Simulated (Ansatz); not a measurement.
Crystal: KBr.

```
CELL_PARAMETERS angstrom
0.00000 3.30000 3.30000
3.30000 0.00000 3.30000
3.30000 3.30000 0.00000
ATOMIC_POSITIONS crystal
Br 0.50000 0.50000 0.50000
K 0.00000 0.00000 0.00000
```

Base run:

* Program: Ansatz 0.2.0
* Functional: HSE06 form with a typed share of exact exchange
* Potentials or basis: Ansatz PAW
* Cutoff: 420 eV (not typed: the program's choice for these potentials)
* k mesh: 4 × 4 × 4
* Occupations: fermi-dirac, width 0.05 eV
* Spin: no spin polarisation

Its results: band gap on the k mesh 4.90 eV, direct; pressure 0.6 GPa.

Task: After a change of settings the same cell gave: band gap on the k mesh 5.87 eV, direct; pressure 0.4 GPa. Which change was it?
A. share of exact exchange from 0.1 to 0.3
B. share of exact exchange from 0.1 to 0.15
C. share of exact exchange from 0.1 to 0.25
D. share of exact exchange from 0.1 to 0.2

Result: A.

Caveats: the PAW data sets come from PBE, with cores solved anew for the run's functional, which leaves a small shift of forces and pressure; the thresholds are loose for stress.
